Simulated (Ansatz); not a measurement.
V in Ansatz: the effect of functional

The system is V.

```
V
1.0
    -1.53428    1.53428    1.53428
     1.53428   -1.53428    1.53428
     1.53428    1.53428   -1.53428
V
1
Direct
  0.00000 0.00000 0.00000
```

The cell isn't the ideal one: volume scaled by 1.04.

Alike in all runs:

* Program: Ansatz 0.2.0
* Task: single point
* Potentials or basis: Ansatz PAW
* k mesh: 12 × 12 × 12
* Occupations: fermi-dirac, width 0.05 eV
* Spin: collinear spin, ferromagnetic start
* Starting moments: [2.0] μB

| functional | cutoff | pressure (GPa) | moment (μB) |
| --- | --- | --- | --- |
| LDA | 420 eV (not typed: the program's choice for these potentials) | -22.7 | 0.00 |
| r2SCAN | 500 eV (not typed: the program's choice for these potentials) | -12.5 | 0.58 |
| PBE | 420 eV (not typed: the program's choice for these potentials) | ? | ? |

Task: What does the run with functional PBE give?

Result: Pressure -11.2 GPa; moment 0.00 μB.

Caveats: the PAW data sets come from PBE, with cores solved anew for the run's functional, which leaves a small shift of forces and pressure (some runs); the starting moments weren't kept (some runs); the magnetic or orbital state may not be the lowest (some runs).
